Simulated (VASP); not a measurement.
# From one sheet to two: InSe monolayer, part 8 of 8

Aim: relax InSe monolayer, place its levels against the vacuum, then find how two sheets stack and bind.

VASP 6.6.1, plane waves and PAW; the level of theory is named at each step.

So far. Step 27 (Bilayer in a field, field 0): Energy at zero smearing: -30.42833 eV.

## Step 28: Bilayer in a field, field 0.05

Level of this step: PBE with D3(BJ); plane waves and PAW (In, Se) (VASP).

File INCAR:

```
SYSTEM = InSe
PREC = Normal
ENCUT = 350
EDIFF = 1E-06
NELM = 120
ISMEAR = 0
SIGMA = 0.03
LREAL = .FALSE.
ALGO = Fast
GGA = PE
IVDW = 12
NBANDS = 26
LORBIT = 11
LWAVE = .FALSE.
LCHARG = .FALSE.
KPAR = 4
IDIPOL = 3
LDIPOL = .TRUE.
DIPOL = 0.5 0.5 0.5
EFIELD = 0.05
```

File POSCAR:

```
InSe
1.0
    4.0377204441      0.0000000000      0.0000000000
   -2.0188602220      3.4967684780      0.0000000000
    0.0000000000      0.0000000000     30.8909184944
In Se
4 4
Direct
    0.3333333300      0.6666666700      0.3208968460
    0.3333333300      0.6666666700      0.4111136815
    0.3333333300      0.6666666700      0.5888863185
    0.3333333300      0.6666666700      0.6791031540
    0.6666666700      0.3333333300      0.2787093200
    0.6666666700      0.3333333300      0.4531911036
    0.0000000000      0.0000000000      0.5468088964
    0.0000000000      0.0000000000      0.7212906800
```

File KPOINTS:

```
Automatic mesh
0
Gamma
9 9 1
0 0 0
```

Potentials, in the order of the species: In and Se (PBE family, release 64).

Launch:

```sh
mpirun -np 4 vasp_std
```

What it wrote:

```text
[... set-up lines as in an earlier step ...]
 entering main loop
       N       E                     dE             d eps       ncg     rms          rms(c)
DAV:   1     0.197125130276E+03    0.19713E+03   -0.94485E+03   624   0.743E+02
DAV:   2    -0.140120701277E+01   -0.19853E+03   -0.19277E+03   878   0.153E+02
DAV:   3    -0.284741987080E+02   -0.27073E+02   -0.26827E+02   802   0.619E+01
DAV:   4    -0.293348062730E+02   -0.86061E+00   -0.85830E+00   772   0.131E+01
[...]
RMM:  21    -0.283493931074E+02   -0.25482E-05   -0.66140E-08   284   0.117E-03    0.301E-04
RMM:  22    -0.283493953541E+02   -0.22468E-05   -0.11251E-07   309   0.119E-03    0.110E-04
RMM:  23    -0.283493956707E+02   -0.31658E-06   -0.12161E-08   236   0.966E-04
   1 F= -.30429755E+02 E0= -.30429755E+02  d E =-.114846E-11
```

It took 11 s on 4 MPI ranks of Intel Xeon 6975P-C (Granite Rapids), shared host; peak memory 1 GiB; 40 s of CPU time.

From OUTCAR (step 28):

```text
 Edisp (eV)   -2.08036

  Total       0.18110     0.18110    -0.05089     0.00000    -0.00000     0.00000
  in kB       0.66527     0.66527    -0.18696     0.00000    -0.00000     0.00000
  external pressure =        0.38 kB  Pullay stress =        0.00 kB

 POSITION                                       TOTAL-FORCE (eV/Angst)
 -----------------------------------------------------------------------------------
     -0.00000      2.33118      9.91280         0.000000     -0.000000      0.000303
     -0.00000      2.33118     12.69968        -0.000000     -0.000000     -0.012369
     -0.00000      2.33118     18.19124         0.000000     -0.000000     -0.003424
     -0.00000      2.33118     20.97812         0.000000     -0.000000     -0.017399
      2.01886      1.16559      8.60959        -0.000000     -0.000000      0.003582
      2.01886      1.16559     13.99949        -0.000000      0.000000      0.011492
      0.00000      0.00000     16.89143         0.000000     -0.000000      0.003940
      0.00000      0.00000     22.28133        -0.000000     -0.000000      0.013876
 -----------------------------------------------------------------------------------
    total drift:                               -0.000014      0.000008     -0.000032

  FREE ENERGIE OF THE ION-ELECTRON SYSTEM (eV)
  ---------------------------------------------------
  free  energy   TOTEN  =       -30.4297549112 eV

  energy  without entropy=      -30.4297549112  energy(sigma->0) =      -30.42975491

[... 2 parts as in an earlier step ...]

[... 1 further part left out ...]
[key lines of the parts left out:]
E-fermi :  -1.0879
```

Energy at zero smearing: -30.42975 eV.

## Step 29: Bilayer in a field, field 0.1

INCAR, as its differences from that of step 28:

```diff
@@ -19,2 +19,2 @@
 DIPOL = 0.5 0.5 0.5
-EFIELD = 0.05
+EFIELD = 0.1
```

POSCAR is that of step 28.

KPOINTS is that of step 28.

Launch:

```sh
mpirun -np 4 vasp_std
```

What it wrote:

```text
[... set-up lines as in an earlier step ...]
 entering main loop
       N       E                     dE             d eps       ncg     rms          rms(c)
DAV:   1     0.196260045489E+03    0.19626E+03   -0.94542E+03   624   0.743E+02
DAV:   2    -0.112936183377E+01   -0.19739E+03   -0.19148E+03   878   0.153E+02
DAV:   3    -0.283953910278E+02   -0.27266E+02   -0.27020E+02   772   0.622E+01
DAV:   4    -0.293718511580E+02   -0.97646E+00   -0.97219E+00   820   0.137E+01
[...]
RMM:  21    -0.283536720445E+02   -0.44176E-05   -0.12206E-07   325   0.128E-03    0.423E-04
RMM:  22    -0.283536744090E+02   -0.23645E-05   -0.95867E-08   305   0.116E-03    0.270E-04
RMM:  23    -0.283536752630E+02   -0.85398E-06   -0.42420E-08   275   0.104E-03
   1 F= -.30434035E+02 E0= -.30434035E+02  d E =-.613784E-20
```

Elapsed: 11 s, on 4 MPI ranks; peak memory 1 GiB; 40 s of CPU time.

From OUTCAR (step 29):

```text
 Edisp (eV)   -2.08036

  Total       0.18381     0.18381    -0.05355     0.00000     0.00000     0.00000
  in kB       0.67521     0.67521    -0.19670     0.00000     0.00000     0.00000
  external pressure =        0.38 kB  Pullay stress =        0.00 kB

 POSITION                                       TOTAL-FORCE (eV/Angst)
 -----------------------------------------------------------------------------------
     -0.00000      2.33118      9.91280         0.000000      0.000000     -0.008388
     -0.00000      2.33118     12.69968        -0.000000     -0.000000     -0.020152
     -0.00000      2.33118     18.19124        -0.000000     -0.000000     -0.011402
     -0.00000      2.33118     20.97812        -0.000000     -0.000000     -0.025804
      2.01886      1.16559      8.60959         0.000000     -0.000000      0.011918
      2.01886      1.16559     13.99949        -0.000000     -0.000000      0.019441
      0.00000      0.00000     16.89143         0.000000      0.000000      0.011447
      0.00000      0.00000     22.28133        -0.000000     -0.000000      0.022941
 -----------------------------------------------------------------------------------
    total drift:                               -0.000014      0.000008     -0.000114

  FREE ENERGIE OF THE ION-ELECTRON SYSTEM (eV)
  ---------------------------------------------------
  free  energy   TOTEN  =       -30.4340345035 eV

  energy  without entropy=      -30.4340345035  energy(sigma->0) =      -30.43403450

[... 2 parts as in an earlier step ...]

[... 1 further part left out ...]
[key lines of the parts left out:]
E-fermi :  -1.0334
```

Energy at zero smearing: -30.43403 eV.

## Step 30: Bilayer in a field, field 0.2

INCAR, as its differences from that of step 29:

```diff
@@ -19,2 +19,2 @@
 DIPOL = 0.5 0.5 0.5
-EFIELD = 0.1
+EFIELD = 0.2
```

POSCAR is that of step 29.

KPOINTS is that of step 29.

Launch:

```sh
mpirun -np 4 vasp_std
```

What it wrote:

```text
[... set-up lines as in an earlier step ...]
 entering main loop
       N       E                     dE             d eps       ncg     rms          rms(c)
DAV:   1     0.193029890526E+03    0.19303E+03   -0.94782E+03   624   0.743E+02
DAV:   2    -0.621905149471E+00   -0.19365E+03   -0.18649E+03   852   0.153E+02
DAV:   3    -0.283586850812E+02   -0.27737E+02   -0.27308E+02   798   0.625E+01
DAV:   4    -0.295254174331E+02   -0.11667E+01   -0.11617E+01   880   0.147E+01
[...]
RMM:  21    -0.283707933956E+02   -0.35661E-05   -0.13653E-07   345   0.133E-03    0.259E-04
RMM:  22    -0.283707953808E+02   -0.19853E-05   -0.92693E-08   325   0.122E-03    0.261E-04
RMM:  23    -0.283707961033E+02   -0.72246E-06   -0.20079E-08   274   0.101E-03
   1 F= -.30451155E+02 E0= -.30451155E+02  d E =-.781408E-17
```

Run time: 11 s. Hardware: 4 MPI ranks; peak memory 1 GiB; 41 s of CPU time.

From OUTCAR (step 30):

```text
 Edisp (eV)   -2.08036

  Total       0.19362     0.19362    -0.06548     0.00000    -0.00000     0.00000
  in kB       0.71125     0.71125    -0.24052     0.00000    -0.00000     0.00000
  external pressure =        0.39 kB  Pullay stress =        0.00 kB

 POSITION                                       TOTAL-FORCE (eV/Angst)
 -----------------------------------------------------------------------------------
     -0.00000      2.33118      9.91280        -0.000000     -0.000000     -0.025945
     -0.00000      2.33118     12.69968         0.000000     -0.000000     -0.035527
     -0.00000      2.33118     18.19124         0.000000     -0.000000     -0.027564
     -0.00000      2.33118     20.97812         0.000000      0.000000     -0.042354
      2.01886      1.16559      8.60959        -0.000000      0.000000      0.028522
      2.01886      1.16559     13.99949         0.000000     -0.000000      0.035756
      0.00000      0.00000     16.89143         0.000000     -0.000000      0.025855
      0.00000      0.00000     22.28133        -0.000000     -0.000000      0.041257
 -----------------------------------------------------------------------------------
    total drift:                               -0.000014      0.000008     -0.000003

  FREE ENERGIE OF THE ION-ELECTRON SYSTEM (eV)
  ---------------------------------------------------
  free  energy   TOTEN  =       -30.4511553438 eV

  energy  without entropy=      -30.4511553438  energy(sigma->0) =      -30.45115534

[... 2 parts as in an earlier step ...]

[... 1 further part left out ...]
[key lines of the parts left out:]
E-fermi :  -1.0434
```

Energy at zero smearing: -30.45116 eV.

## Step 31: Bilayer in a field, field 0.3

INCAR, as its differences from that of step 30:

```diff
@@ -19,2 +19,2 @@
 DIPOL = 0.5 0.5 0.5
-EFIELD = 0.2
+EFIELD = 0.3
```

POSCAR is that of step 30.

KPOINTS is that of step 30.

Launch:

```sh
mpirun -np 4 vasp_std
```

What it wrote:

```text
[... set-up lines as in an earlier step ...]
 entering main loop
       N       E                     dE             d eps       ncg     rms          rms(c)
DAV:   1     0.188144911223E+03    0.18814E+03   -0.95189E+03   624   0.744E+02
DAV:   2    -0.627903895361E+00   -0.18877E+03   -0.18027E+03   854   0.154E+02
DAV:   3    -0.285439292561E+02   -0.27916E+02   -0.27452E+02   824   0.630E+01
DAV:   4    -0.298849557148E+02   -0.13410E+01   -0.13343E+01   878   0.157E+01
[...]
RMM:  25    -0.283993365311E+02   -0.10600E-05   -0.96097E-08   388   0.127E-03    0.684E-04
RMM:  26    -0.283993379598E+02   -0.14287E-05   -0.84334E-08   386   0.128E-03    0.408E-04
RMM:  27    -0.283993387949E+02   -0.83516E-06   -0.30044E-07   492   0.168E-03
   1 F= -.30479698E+02 E0= -.30479698E+02  d E =-.540666E-14
```

Wall time 13 s (4 MPI ranks); peak memory 1 GiB; 50 s of CPU time.

From OUTCAR (step 31):

```text
 Edisp (eV)   -2.08036

  Total       0.21057     0.21057    -0.08467     0.00000    -0.00000     0.00000
  in kB       0.77351     0.77351    -0.31102     0.00000    -0.00000     0.00000
  external pressure =        0.41 kB  Pullay stress =        0.00 kB

 POSITION                                       TOTAL-FORCE (eV/Angst)
 -----------------------------------------------------------------------------------
     -0.00000      2.33118      9.91280         0.000000     -0.000000     -0.043640
     -0.00000      2.33118     12.69968         0.000000     -0.000000     -0.050429
     -0.00000      2.33118     18.19124        -0.000000      0.000000     -0.043704
     -0.00000      2.33118     20.97812        -0.000000     -0.000000     -0.058348
      2.01886      1.16559      8.60959         0.000000     -0.000000      0.044427
      2.01886      1.16559     13.99949        -0.000000     -0.000000      0.051905
      0.00000      0.00000     16.89143         0.000000     -0.000000      0.039327
      0.00000      0.00000     22.28133        -0.000000     -0.000000      0.060463
 -----------------------------------------------------------------------------------
    total drift:                               -0.000014      0.000008     -0.001040

  FREE ENERGIE OF THE ION-ELECTRON SYSTEM (eV)
  ---------------------------------------------------
  free  energy   TOTEN  =       -30.4796980354 eV

  energy  without entropy=      -30.4796980354  energy(sigma->0) =      -30.47969804

[... 2 parts as in an earlier step ...]

[... 1 further part left out ...]
[key lines of the parts left out:]
E-fermi :  -1.0491
```

The bilayer over the distance of its rigid sheets:

| gap between the sheets (Å) | binding energy (meV/Å²) | band gap on the mesh (eV) |
| --- | --- | --- |
| 2.492 | -15.97 | 0.8809 |
| 2.692 | -18.25 | 0.9465 |
| 2.892 | -18.84 | 1.019 |
| 3.092 | -18.34 | 1.090 |
| 3.392 | -16.50 | 1.19 |
| 3.892 | -12.59 | 1.326 |
| 4.492 | -8.522 | 1.441 |
| 5.392 | -4.714 | 1.541 |
| 6.892 | -2.060 | 1.605 |

The bilayer over the field:

| applied field (V/Å) | dipole along z (e Å) | energy change (eV) | band gap on the mesh (eV) |
| --- | --- | --- | --- |
| -0.3 | -0.3426 | -0.05137 | 0.9759 |
| -0.2 | -0.2283 | -0.02283 | 0.9991 |
| -0.1 | -0.1142 | -0.005706 | 1.014 |
| -0.05 | -0.05708 | -0.001427 | 1.017 |
| 0 | 0 | 0 | 1.019 |
| 0.05 | 0.05708 | -0.001427 | 1.017 |
| 0.1 | 0.1142 | -0.005706 | 1.014 |
| 0.2 | 0.2283 | -0.02283 | 0.9991 |
| 0.3 | 0.3426 | -0.05137 | 0.9759 |

Energy at zero smearing: -30.47970 eV.

## Step 32: Derived quantities

This step: monolayer and bilayer, PBE + D3(BJ); plane waves and PAW (VASP 6.6.1).

This step runs nothing: it gathers the runs above.

This step gave:

```
polarisability per area of the slab or monolayer : 0.5783 Å
gap with spin orbit                              : 1.603 eV
binding energy                                   : -18.84 meV/Å²
interlayer gap                                   : 2.892 Å
bilayer gap                                      : 1.019 eV
bilayer level below vacuum                       : 5.639 eV
lattice a                                        : 4.038 Å
lattice b                                        : 4.038 Å
thickness                                        : 5.395 Å
monolayer gap                                    : 1.628 eV
ionisation potential at the upper face           : 6.024 eV
```

VASP counts both for electrons: a positive EFIELD is a field along -c, and a positive dipole, in electrons times A, points along -c. Field, by row:

| EFIELD (eV/Å) | dipole along z of the monolayer (e Å) | energy change of the monolayer (eV) |
| --- | --- | --- |
| -0.1 | -0.05671 | -0.002834 |
| 0 | 0 | 0 |
| 0.1 | 0.0567 | -0.002834 |

Rigid sheets, 3.1 Å apart. Stackings, by row:

| stacking | energy above the lowest (meV/Å²) |
| --- | --- |
| turned by 180 degrees, shift 0.67 0.33 | 0 |
| same orientation, shift 0.33 0.67 | 0.04451 |
| turned by 180 degrees, shift 0.00 0.00 | 0.268 |
| turned by 180 degrees, shift 0.33 0.67 | 15.94 |
| same orientation, shift 0.00 0.00 | 16.14 |

The polarisability is the slope of the dipole against the field, as a volume for each unit of area.

## Step 33: Results

```json
{
 "lattice a": "4.04 Å",
 "monolayer gap": "1.63 eV",
 "gap with spin orbit": "1.60 eV",
 "binding energy": "-18.8 meV/Å²",
 "interlayer gap": "2.89 Å",
 "bilayer gap": "1.02 eV",
 "polarisability per area of the slab or monolayer": "0.578 Å"
}
```

**Reading.** The monolayer relaxes to a = 4.038 Å and has a gap of 1.63 eV (1.60 eV with spin-orbit coupling). The ionisation potential is 6.02 eV at both faces. Of 5 rigid stackings the lowest has the upper sheet turned by 180 degrees and shifted by (0.67, 0.33) in cell vectors, and the highest lies 16.1 meV/Å² above it. Relaxed, the sheets lie 2.89 Å apart and bind by 18.8 meV/Å². The next stacking lies close, and only the lowest was relaxed, so the order could change. Moved rigidly, the sheets bind by 18.8 meV/Å² at best and by 2.1 at 6.9 Å, while the gap goes from 0.88 eV at the closest distance to 1.60 eV at the widest. In fields of -0.3 and 0.3 eV/Å the bilayer's gap on the mesh is 0.98 and 0.98 eV, against 1.02 eV without a field. The second sheet narrows the gap, to 1.02 eV. All runs are without spin polarisation. The bilayer keeps the monolayer's lattice, and only high-symmetry stackings were tried. Semilocal gaps are too small. Levels against the vacuum, binding and the bilayer's gap are without spin-orbit coupling.

[Lines on the potential files, build, host, timing and source positions are cut from VASP's logs without a mark.]

[Logs are printed without paths, hosts, clocks, repeated set-up lines and the standing remarks that a program may print on its own settings, such as how far it seeks lower states.]

[Hosts, paths, dates, database ids (printed as entryN), source tags and the programs' standing remarks are cut or masked in the printed files.]

[Runs that stopped without an error message from VASP are left out.]
